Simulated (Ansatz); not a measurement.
## Notes on BaTiO$_{3}$

```xyz
10
Lattice="-8.0667 0.0000 0.0000 0.0000 -2.8721 2.8810 0.0000 2.8721 2.8810" Properties=species:S:1:pos:R:3 pbc="T T T"
Ba    0.0000    0.0000    0.0000
Ba   -4.0334    0.0000    0.0000
Ti   -2.0167    0.0000    2.9265
Ti   -6.0500    0.0000    2.9265
O     0.0000    0.0000    2.8355
O    -4.0334    0.0000    2.8355
O    -2.0167   -1.4108    4.3106
O    -6.0500   -1.4108    4.3106
O    -2.0167    1.4108    4.3106
O    -6.0500    1.4108    4.3106
```

The numbers come from plane-wave PAW DFT (Ansatz): r2SCAN, no spin polarisation, 500 eV, 3×6×6 Γ-centred k points, fermi-dirac occupations (width 0.1 eV). Nothing was relaxed.

Question: Is the cell too large or too small?

Answer: The pressure is -7.2 GPa (compression positive), so with the atoms held at these fractions the cell would first shrink. The principal stresses -7.9, -7.2, -6.6 GPa differ, so its shape would change too.

Question: Is it stable against the elements?

Answer: -3.39 eV an atom against the elements' usual phases (free molecules for gases, crystals otherwise, with no correction for O₂ or N₂), so it is bound against them; other compounds may still compete. Relaxing would lower it.

Question: Describe some of the short contacts.

Answer: Ti–O at 1.98 Å: least valence density 0.68 e/Å³ and ELF 0.21 there. Ba–O at 2.84 Å: least valence density 0.17 e/Å³ and ELF 0.08 there, a closed-shell (ionic or weak) contact. These are pseudo-fields; inside the PAW spheres they differ from the all-electron ones.

Question: What is the band gap?

Answer: The gap is 2.11 eV, indirect (the least direct gap found is 2.29 eV). A semilocal functional usually gives too small a gap.

Origin: a database entry at a rescaled volume.
